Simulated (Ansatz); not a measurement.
Crystal: Au.

```xyz
1
Lattice="2.7484 0.0000 0.0000 0.0000 2.7484 0.0000 0.0000 0.0000 2.7484" Properties=species:S:1:pos:R:3 pbc="T T T"
Au    1.3742    1.3742    1.3742
```

The cell was built by a generator and needn't be a form met in nature.

```yaml
Program: Ansatz 0.2.0
Task: relaxation of cell and atoms
Functional: RPBE
Potentials_or_basis: Ansatz PAW
Cutoff: "420 eV (not typed: the program's choice for these potentials)"
k_mesh: 10 × 10 × 10
Occupations: fermi-dirac, width 0.05 eV
Spin: no spin polarisation
```

At the start: volume 20.76 Å³/atom.

Question: How do energy, volume and symmetry change on relaxing?

Answer: It ends after 5 steps and the volume is 21.51 Å³/atom (+3.6 %); space group Pm-3m (No. 221, to 0.05 Å).

The path:
| step | energy change (eV) | largest force (eV/Å) | volume (Å³) |
| --- | --- | --- | --- |
| 1 | 0.0000 | 0.0000 | 20.76 |
| 2 | -0.0016 | 0.0000 | 22.22 |
| 3 | -0.0078 | 0.0000 | 21.57 |
| 4 | -0.0078 | 0.0000 | 21.51 |
| 5 | -0.0080 | 0.0000 | 21.51 |

Final structure:
```cif
data_structure
_symmetry_space_group_name_H-M 'P 1'
_symmetry_Int_Tables_number 1
_cell_length_a 2.7813
_cell_length_b 2.7813
_cell_length_c 2.7813
_cell_angle_alpha 90.000
_cell_angle_beta 90.000
_cell_angle_gamma 90.000
_cell_volume 21.51
loop_
_atom_site_label
_atom_site_type_symbol
_atom_site_fract_x
_atom_site_fract_y
_atom_site_fract_z
_atom_site_occupancy
Au1 Au 0.50000 0.50000 0.50000 1
```

Caveat: the plane-wave basis is chosen anew once the cell has moved, so the energies of steps on either side of that aren't comparable; the PAW data sets come from PBE, with cores solved anew for the run's functional, which leaves a small shift of forces and pressure.
